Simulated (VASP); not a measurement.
# CaSe (Fm-3m) in VASP: further runs

CaSe is run at these levels: PBE, r2SCAN; tasks: single point.

Everything below comes from runs of VASP 6.6.1. Logs are shortened: lines on timing, memory, paths and dates and some standing lists are left out, and cuts for length are marked.

**Measured values to compare with.**

From a printed reference work, monograph, original work of 1988, for a bulk crystal of CaSe at 2 K: band gap 3.85 eV (indirect).

How close the calculation comes is told below.

### Step 1. The cell of the first run

Symmetry: Fm-3m, No. 225, cubic system. Conventional cell: a = 5.935 Å, b = 5.935 Å, c = 5.935 Å, α = 90.00°, β = 90.00°, γ = 90.00°. Within 3.9 Å of Ca (site symmetry m-3m) lie 6 Se at 2.97 Å. Se (site symmetry m-3m) has 6 Ca at 2.97 Å within 3.9 Å.

### Step 2. Single point, PBE

Contents of INCAR:

```
SYSTEM = CaSe
ALGO = Normal
EDIFF = 1E-7
ENCUT = 520
GGA = PE
ISIF = 2
ISMEAR = -1
LASPH = .True.
LCHARG = .False.
LREAL = .False.
LWAVE = .False.
NBANDS = 15
NELM = 60
PREC = Accurate
SIGMA = 0.02
```

Contents of KPOINTS:

```
k-points
0
Gamma
  8 8 8
  0 0 0
```

Contents of POSCAR:

```
CaSe
1.0
    0.0000000000      2.9675306064      2.9675306064
    2.9675306064      0.0000000000      2.9675306064
    2.9675306064      2.9675306064      0.0000000000
Ca Se
1 1
Direct
    0.0000000000      0.0000000000      0.0000000000
    0.5000000000      0.5000000000      0.5000000000
```

Potentials or basis: VASP PAW PBE potentials, release 64 (Ca_sv, Se).

On the command line:

```
$ cat potpaw_PBE.64/Ca_sv/POTCAR potpaw_PBE.64/Se/POTCAR > POTCAR
$ mpirun -np 1 vasp_std > vasp.out
```

OUTCAR:

```text
SYSTEM = CaSe
   EDIFF = 1E-7
   ENCUT = 520
   GGA = PE
   ISIF = 2
   ISMEAR = -1
   LASPH = .True.
   LREAL = .False.
   NELM = 60
   PREC = Accurate

 ion  position               nearest neighbor table
   1  0.000  0.000  0.000-   2 2.97   2 2.97   2 2.97   2 2.97   2 2.97   2 2.97
   2  0.500  0.500  0.500-   1 2.97   1 2.97   1 2.97   1 2.97   1 2.97   1 2.97

  LATTYP: Found a face centered cubic cell.
 ALAT       =     5.9350612128

  Lattice vectors:

 A1 = (   0.0000000000,   2.9675306064,   2.9675306064)
 A2 = (   2.9675306064,   0.0000000000,   2.9675306064)
 A3 = (   2.9675306064,   2.9675306064,   0.0000000000)

Analysis of symmetry for initial positions (statically):
=====================================================================
 Subroutine PRICEL returns:
 Original cell was already a primitive cell.

 Routine SETGRP: Setting up the symmetry group for a
 face centered cubic supercell.

 Subroutine GETGRP returns: Found 48 space group operations
 (whereof 48 operations were pure point group operations)
 out of a pool of 48 trial point group operations.

The static configuration has the point symmetry O_h .

Analysis of symmetry for dynamics (positions and initial velocities):
=====================================================================
 Subroutine PRICEL returns:
 Original cell was already a primitive cell.

 Routine SETGRP: Setting up the symmetry group for a
 face centered cubic supercell.

 Subroutine GETGRP returns: Found 48 space group operations
 (whereof 48 operations were pure point group operations)
 out of a pool of 48 trial point group operations.

The dynamic configuration has the point symmetry O_h .

 Subroutine INISYM returns: Found 48 space group operations
 (whereof 48 operations are pure point group operations),
 and found     1 'primitive' translations

----------------------------------------------------------------------------------------

                                     Primitive cell

  volume of cell :      52.2656

  direct lattice vectors                    reciprocal lattice vectors
     0.000000000  2.967530606  2.967530606    -0.168490259  0.168490259  0.168490259
     2.967530606  0.000000000  2.967530606     0.168490259 -0.168490259  0.168490259
     2.967530606  2.967530606  0.000000000     0.168490259  0.168490259 -0.168490259

  length of vectors
     4.196722030  4.196722030  4.196722030     0.291833689  0.291833689  0.291833689

  position of ions in fractional coordinates (direct lattice)
[... 83 lines left out ...]
   IBRION =     -1    ionic relax: 0-MD 1-quasi-New 2-CG
   NFREE  =      0    steps in history (QN), initial steepest desc. (CG)
   ISIF   =      2    stress and relaxation
   ISYM   =      2    0-nonsym 1-usesym 2-fastsym
   POTIM  = 0.5000    time-step for ionic-motion
   TEBEG  =    0.0;   TEEND  =   0.0 temperature during run
   PSTRESS=    0.0 pullay stress
   NELECT =      16.0000    total number of electrons
   NUPDOWN=      -1.0000    fix difference up-down
   EMIN   =  10.00;   EMAX   =-10.00  energy-range for DOS
   EFERMI =   0.00;   METHOD = LEGACY
   ISMEAR =    -1;   SIGMA  =   0.02  broadening in eV -4-tet -1-fermi 0-gaus
   EFERMI_NEDOS =   21; number of points for ismear=-14 and -15
   IALGO  =     38    algorithm
   IMIX   =      4    mixing-type and parameters
     AMIX     =   0.40;   BMIX     =  1.00
     AMIX_MAG =   1.60;   BMIX_MAG =  1.00
  volume/ion in A,a.u.               =      26.13       176.35
  Fermi-wavevector in a.u.,A,eV,Ry     =   1.103341  2.085012 16.563196  1.217361
  Thomas-Fermi vector in A             =   2.239797
   LORBIT       =      0    0 simple, 1 ext, 2 COOP (PROOUT), +10 PAW based schemes
   GGA     = PE    functional components
   LHFCALC =     F    Hartree Fock is set to
   AEXX    =    0.0000 exact exchange contribution
   IVDW    =     0    specifies the selected vdW correction
   LEPSILON=     F    determine dielectric tensor
   LRPA    =     F    only Hartree local field effects (RPA)
 non-spin polarized calculation
  energy-cutoff  :      520.00
  volume of cell :       52.27
 maximum number of plane-waves:      1424
   NGX = 15   NGY = 15   NGZ = 15

 number of electron      15.9999997 magnetization

 Free energy of the ion-electron system (eV)
  ---------------------------------------------------
  ext. energy  EPLUGINS =         0.00000000
  ---------------------------------------------------
  free energy    TOTEN  =        -9.48402528 eV

  energy without entropy =       -9.48402528  energy(sigma->0) =       -9.48402528

 E-fermi :   2.8816     XC(G=0):  -9.1130

 val. band max:        2.3775649869   @ k =   0.0000   0.0000   0.0000
 cond. band min:       4.4250268618   @ k =   0.5000   0.5000   0.0000
 fundamental gap:      2.0474618750
 Fermi energy:         2.8816126422

 k-point     1 :       0.0000    0.0000    0.0000
  band No.  band energies     occupation
      1     -37.4022      2.00000
      2     -18.3943      2.00000
      3     -18.3943      2.00000
      4     -18.3943      2.00000
      5      -9.3867      2.00000
      6       2.3776      2.00000
      7       2.3776      2.00000
      8       2.3776      2.00000
      9       5.6655      0.00000
     10       6.0870      0.00000
     11       6.0870      0.00000
     12       6.0870      0.00000
     13       6.6461      0.00000
     14       6.6461      0.00000
[... 401 lines left out ...]
      2     -18.4829      2.00000
      3     -18.4258      2.00000
      4     -18.4105      2.00000
      5      -8.7203      2.00000
      6      -0.4197      2.00000
      7       0.7715      2.00000
      8       1.1592      2.00000
      9       6.8417      0.00000
     10       7.1238      0.00000
     11       8.0732      0.00000
     12       8.3437      0.00000
     13       8.6848      0.00000
     14       9.5700      0.00000
     15      10.9207      0.00000

 [... further k-points ...]
[... 5 lines left out ...]
  --------------------------------------------------------------------------------------
  -------------------------------------------------------------------------------------
  Total        0.2412330      0.2412330      0.2412330     -0.0000000      0.0000000      0.0000000
  in kB        7.3948881      7.3948881      7.3948881     -0.0000000      0.0000000      0.0000000
  external PRESSURE =       7.3948881 kB  Pullay stress =       0.0000000 kB

 VOLUME and BASIS-vectors are now :
 -----------------------------------------------------------------------------
  energy-cutoff  :      520.00
  volume of cell :       52.27
      direct lattice vectors                 reciprocal lattice vectors
     0.000000000  2.967530606  2.967530606    -0.168490259  0.168490259  0.168490259
     2.967530606  0.000000000  2.967530606     0.168490259 -0.168490259  0.168490259
     2.967530606  2.967530606  0.000000000     0.168490259  0.168490259 -0.168490259

 POSITION                                       TOTAL-FORCE (eV/Angst)
 -----------------------------------------------------------------------------------
      0.00000      0.00000      0.00000        -0.000000      0.000000      0.000000
      2.96753      2.96753      2.96753         0.000000     -0.000000     -0.000000
 -----------------------------------------------------------------------------------
    total drift:                                0.000000     -0.000000     -0.000000

  FREE ENERGIE OF THE ION-ELECTRON SYSTEM (eV)
  ---------------------------------------------------
  free  energy   TOTEN  =        -9.4840252819 eV

  energy  without entropy=       -9.4840252819  energy(sigma->0) =       -9.48402528
```

Wall time 57 s (1 thread of AMD EPYC 7R13, shared host); peak memory 0.15 GiB.

Results:

- Free energy: -9.4840 eV
- Pressure: 0.7 GPa
- Band gap on the k mesh: 2.05 eV, indirect (least direct gap 2.97 eV)

### Step 3. Single point, r2SCAN

POSCAR is that of step 2.

Contents of INCAR.step1:

```
PREC = Accurate
ENCUT = 520
ISMEAR = 0
SIGMA = 0.01
LREAL = False
LASPH = True
NELM = 60
NBANDS = 15
GGA = PE
ALGO = Normal
EDIFF = 1E-4
LWAVE = True
LCHARG = False
```

Contents of INCAR.step2:

```
PREC = Accurate
ENCUT = 520
EDIFF = 1E-6
ISMEAR = 0
SIGMA = 0.01
LREAL = False
LASPH = True
NELM = 60
ALGO = Normal
ISIF = 2
LWAVE = False
LCHARG = False
METAGGA = R2SCAN
LMIXTAU = True
NBANDS = 15
ISTART = 1
```

Contents of KPOINTS:

```
regular mesh
0
Gamma
  8 8 8
```

Potentials or basis: VASP PAW PBE potentials, release 64 (Ca_sv, Se).

On the command line:

```
$ cat potpaw_PBE.64/Ca_sv/POTCAR potpaw_PBE.64/Se/POTCAR > POTCAR
$ cp INCAR.step1 INCAR
$ mpirun -np 1 vasp_std > vasp.out
$ cp INCAR.step2 INCAR
$ mpirun -np 1 vasp_std > vasp.out
```

It took 3.8 min on 1 thread of AMD EPYC 7R13, shared host; peak memory 0.16 GiB.

It converged, with:

- Free energy: -25.9791 eV
- Pressure: 0.2 GPa
- Band gap on the k mesh: 2.52 eV, indirect (least direct gap 3.46 eV)

Levels at points of the mesh, in eV from the valence-band top:
```tsv
k point	band 4	band 5	band 6	band 7	band 8	band 9	band 10	band 11	band 12	band 13
(0.00, 0.00, 0.00)	-21.44	-12.16	0.00	0.00	0.00	4.08	4.23	4.23	4.23	4.82
(0.50, 0.00, 0.00)	-21.44	-11.45	-3.24	-1.17	-1.17	5.10	6.07	6.09	6.09	8.10
(0.50, 0.50, 0.00)	-21.47	-11.57	-2.52	-0.94	-0.94	2.52	5.60	5.76	6.62	6.62
```

Caveat: the PAW data sets were made with another functional, which shifts forces and pressure a little.

### Step 4. Comparison with measurements

Step 2. Against the measured gap of CaSe, 3.85 eV (indirect; 2 K; a printed reference work, monograph, original work of 1988), the calculated 2.05 eV is off by -1.80 eV. Spin-orbit coupling on Se is left out. The value is that of PBE on a finite k mesh, which can miss the band edges, without temperature or zero-point motion. Semilocal functionals fall short of measured gaps as a rule.

Step 3. Against the measured gap of CaSe, 3.85 eV (indirect; 2 K; a printed reference work, monograph, original work of 1988), the calculated 2.52 eV is off by -1.33 eV. Spin-orbit coupling on Se is left out. The value is that of r2SCAN on a finite k mesh, which can miss the band edges, without temperature or zero-point motion.
